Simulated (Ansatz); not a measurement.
Density of states of TiTe (P6_3/mmc, a = 3.707 Å, b = 3.707 Å, c = 7.175 Å, α = 90.00°, β = 90.00°, γ = 120.00°), in states per eV and primitive cell, averaged over bins of 0.4 eV. All numbers below come from DFT r2SCAN, scalar-relativistic, plane waves, PAW in Ansatz.

Settings: cutoff 500 eV, Γ-centred mesh 12×12×8 on the computed 4-atom cell, Gaussian smearing of 0.10 eV; no spin polarisation.

The cell is relaxed at this level. The states (both spins) are summed by tetrahedra on a 18×18×12 mesh at the self-consistent density. Energies are bin centres; the table starts no lower than −8 eV and ends at 6 eV, or lower where the solved bands end.

It is a metal at this level.

| E − E_F (eV) | total | Ti 3d | Te 5p | Ti 4s | Te 5s |
| --- | --- | --- | --- | --- | --- |
| -7.15 | 0.16 | 0.01 | 0.10 | 0.04 | 0.00 |
| -6.75 | 1.09 | 0.12 | 0.74 | 0.18 | 0.02 |
| -6.35 | 2.12 | 0.22 | 1.51 | 0.29 | 0.05 |
| -5.95 | 3.18 | 0.32 | 2.36 | 0.33 | 0.09 |
| -5.55 | 1.80 | 0.24 | 1.32 | 0.14 | 0.07 |
| -5.15 | 1.42 | 0.19 | 1.05 | 0.09 | 0.05 |
| -4.75 | 2.52 | 0.37 | 1.95 | 0.09 | 0.04 |
| -4.35 | 4.83 | 1.06 | 3.58 | 0.06 | 0.03 |
| -3.95 | 3.30 | 0.85 | 2.32 | 0.03 | 0.02 |
| -3.55 | 2.86 | 0.83 | 1.94 | 0.02 | 0.02 |
| -3.15 | 2.76 | 0.87 | 1.82 | 0.01 | 0.01 |
| -2.75 | 2.14 | 0.67 | 1.41 | 0.00 | 0.01 |
| -2.35 | 1.01 | 0.33 | 0.65 | 0.00 | 0.00 |
| -1.95 | 0.49 | 0.19 | 0.29 | 0.00 | 0.00 |
| -1.55 | 0.34 | 0.20 | 0.13 | 0.00 | 0.00 |
| -1.15 | 1.48 | 1.22 | 0.14 | 0.02 | 0.01 |
| -0.75 | 3.66 | 3.12 | 0.18 | 0.10 | 0.01 |
| -0.35 | 3.75 | 3.34 | 0.09 | 0.07 | 0.01 |
| 0.05 | 2.81 | 2.61 | 0.07 | 0.01 | 0.01 |
| 0.45 | 4.25 | 3.88 | 0.19 | 0.03 | 0.02 |
| 0.85 | 5.00 | 4.40 | 0.35 | 0.06 | 0.07 |
| 1.25 | 9.64 | 8.59 | 0.60 | 0.16 | 0.13 |
| 1.65 | 5.62 | 4.81 | 0.50 | 0.08 | 0.14 |
| 2.05 | 3.03 | 2.14 | 0.48 | 0.08 | 0.21 |

The columns after the total are the main Löwdin projections on the occupied valence shells of the potentials; 2 others are left out. The rest of the total lies in those, in shells that are empty in the free atom, which aren't projected, and between the atoms.

Spin-orbit coupling is left out, which matters for the bands of heavy elements.

Cost: 1 run of about 2.4 core-minutes, on Arm Neoverse V1 (shared hosts).